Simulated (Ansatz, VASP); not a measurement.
**S: VASP beside Ansatz**

```
S
1.0
     0.00000    2.63001    2.63001
     2.63001    0.00000    2.63001
     2.63001    2.63001    0.00000
S
2
Direct
  0.87500 0.87500 0.87500
  0.12500 0.12500 0.12500
```

Change from the starting cell: volume scaled by 0.75, LAPW.

Alike in both runs: task single point; functional PBE; k mesh 13 × 13 × 13; occupations fermi-dirac, width 0.08 eV; no spin polarisation.

```csv
,VASP,Ansatz
version,VASP 6.6.1,Ansatz 0.2.0
potentials or method,"VASP PAW PBE potentials, release 64 (S), cutoff 520 eV","all-electron LAPW, scalar-relativistic"
```

```tsv
	VASP	Ansatz	Ansatz less VASP
pressure (GPa)	20.1	20.3	+0.18
```

Ansatz ran all-electron here, so the differences hold the error of VASP's frozen core and of both bases.

Caveats: so large a pressure means that the cell lies far from this level's equilibrium, or that cutoff or potentials fall short (VASP).
